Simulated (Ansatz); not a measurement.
Levels of theory for SrCl2 (fluorite)

All numbers come from Ansatz. (Simulation; no magnetic order is allowed.)

Structure: fluorite SrCl2, at its r2SCAN minimum. Space group Fm-3m (No. 225), cubic; conventional cell a = 6.995 Å, 28.53 Å³ an atom. Around Sr lie 8 Cl at 3.03 Å; around Cl lie 4 Sr at 3.03 Å.

```cif
data_structure
_symmetry_space_group_name_H-M 'P 1'
_symmetry_Int_Tables_number 1
_cell_length_a 4.9465
_cell_length_b 4.9465
_cell_length_c 4.9465
_cell_angle_alpha 60.000
_cell_angle_beta 60.000
_cell_angle_gamma 60.000
_cell_volume 85.58
loop_
_atom_site_label
_atom_site_type_symbol
_atom_site_fract_x
_atom_site_fract_y
_atom_site_fract_z
_atom_site_occupancy
Sr1 Sr 0.00000 0.00000 0.00000 1
Cl1 Cl 0.25000 0.25000 0.25000 1
Cl2 Cl 0.75000 0.75000 0.75000 1
```

Band edges at fixed r2SCAN geometry:

| level | k mesh | gap (eV) | kind | edges | least direct gap (eV) | rough cost |
| --- | --- | --- | --- | --- | --- | --- |
| PBE | 6×6×6 | 5.31 | indirect | X → Γ | 5.51 | 4 core-seconds |
| PBE+SOC | 6×6×6 | 5.31 | indirect | X → Γ | 5.51 | 13 core-seconds |
| r2SCAN | 6×6×6 | 5.94 | indirect | X → Γ | 5.99 | 6 core-seconds |
| HSE06 | 4×4×4 | 6.59 | indirect | X → Γ | 6.83 | 60 core-seconds |
| PBE0 | 4×4×4 | 7.32 | indirect | X → Γ | 7.58 | 60 core-seconds |
| G0W0@PBE (255 empty bands, 120 eV, 4×4×4) | 4×4×4 | 7.41 | – | X → Γ (mesh) | – | 90 core-seconds |

PBE: smearing of 0.02 eV; the others have fixed occupations.
Wave cutoffs: 420 eV, 500 eV (r2SCAN).
The G0W0 gap is PBE's gap over the path plus the quasiparticle shift read on the mesh. G0W0 here is at a finite number of bands, screening cutoff and k mesh, not at the basis limit.
Costs come from shared machines and give only the order; PBE's includes the band path.

The HSE06 gap is indirect, 6.59 eV (X to Γ), below the direct gap of 6.83 eV at X. Spin-orbit coupling changes the PBE gap by 0.00 eV, to 5.31 eV; at Γ the threefold valence level splits into a fourfold and a twofold level 0.14 eV apart, the fourfold one on top.

r2SCAN covers 49 % of the step from PBE to HSE06, while HSE06 needs about 10 times r2SCAN's cost (on a coarser mesh). For gaps to 0.1 eV, spin-orbit coupling (up to 0.01 eV here) can be left out. Among these functionals the gap stays indirect.

Only the levels marked +SOC include spin-orbit coupling.

The meshes of the hybrids are coarse, so their gaps aren't converged to the digits shown.
